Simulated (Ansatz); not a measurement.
A run of Ansatz 0.2.0 is set up as follows.

input.yaml

```yaml
crystal:
  lattice:
    - [0.0, 3.059, 3.059]
    - [3.059, 0.0, 3.059]
    - [3.059, 3.059, 0.0]
  atoms:
    - { symbol: Sb, position: [0.75, 0.75, 0.75] }
    - { symbol: Ga, position: [0.0, 0.0, 0.0] }
hamiltonian:
  xc: r2scan
  pseudopotentials: { kind: paw_fr }
magnetization:
  noncollinear: true
  spin_orbit: true
kpoints:
  mp_grid: { grid: [6, 6, 6] }
  band_path:
    path:
      - [[0.0, 0.0, 0.0], [0.5, 0.0, 0.5], [0.5, 0.25, 0.75], [0.375, 0.375, 0.75], [0.0, 0.0, 0.0], [0.5, 0.5, 0.5], [0.625, 0.25, 0.625], [0.5, 0.25, 0.75], [0.5, 0.5, 0.5], [0.375, 0.375, 0.75]]
      - [[0.625, 0.25, 0.625], [0.5, 0.0, 0.5]]
    npoints: 14
scf:
  occupations: { method: fermi_dirac, width: 0.05 }
  n_extra_bands: 6
output:
  forces: true
  stress: true
  eigenvalues: true
  fatbands: true
```

Potentials or basis: Ansatz PAW.

Command:

```bash
$ ansatz run input.yaml --threads 2 --pin off --max-ram 5632MiB --backend cpu --events-out ev --progress --plain --runs-dir out
```

Estimate the band gap along the path.

0.25 eV, direct.

Estimate the pressure.

0.4 GPa.

Predict the band gap on the k mesh.

0.25 eV, direct.

Levels at the corners of the path, in eV from the valence-band top:
```tsv
point	band 24	band 25	band 26	band 27	band 28	band 29	band 30	band 31	band 32	band 33
Γ	-0.70	0.00	0.00	0.00	0.00	0.25	0.25	2.63	2.63	2.84
X	-7.26	-3.05	-3.05	-2.80	-2.80	0.91	0.91	1.27	1.27	8.93
W	-7.06	-3.89	-3.57	-3.45	-3.44	3.59	3.96	4.40	4.44	4.56
K	-7.01	-4.08	-3.88	-2.53	-2.50	1.42	1.44	3.92	4.05	6.77
Γ	-0.70	0.00	0.00	0.00	0.00	0.25	0.25	2.63	2.63	2.84
L	-6.80	-1.65	-1.65	-1.24	-1.24	0.48	0.48	3.75	3.75	3.86
U	-7.01	-4.08	-3.88	-2.53	-2.50	1.42	1.44	3.92	4.05	6.77
W	-7.06	-3.89	-3.57	-3.45	-3.44	3.59	3.96	4.40	4.44	4.56
L	-6.80	-1.65	-1.65	-1.24	-1.24	0.48	0.48	3.75	3.75	3.86
K	-7.01	-4.08	-3.88	-2.53	-2.50	1.42	1.44	3.92	4.05	6.77
U	-7.01	-4.08	-3.88	-2.53	-2.50	1.42	1.44	3.92	4.05	6.77
X	-7.26	-3.05	-3.05	-2.80	-2.80	0.91	0.91	1.27	1.27	8.93
```

Caveat: the PAW data sets come from PBE, with cores solved anew for the run's functional, which leaves a small shift of forces and pressure.

**What was measured.**

A printed reference work, data compilation reports, for a bulk crystal of GaSb at 4.2 K: band gap 0.811 eV (direct).

Measured gap of GaSb: 0.811 eV (direct; 4.2 K; a printed reference work, data compilation). This calculation gives 0.25 eV (-0.56 eV). The value is that of r2SCAN, without temperature or zero-point motion.
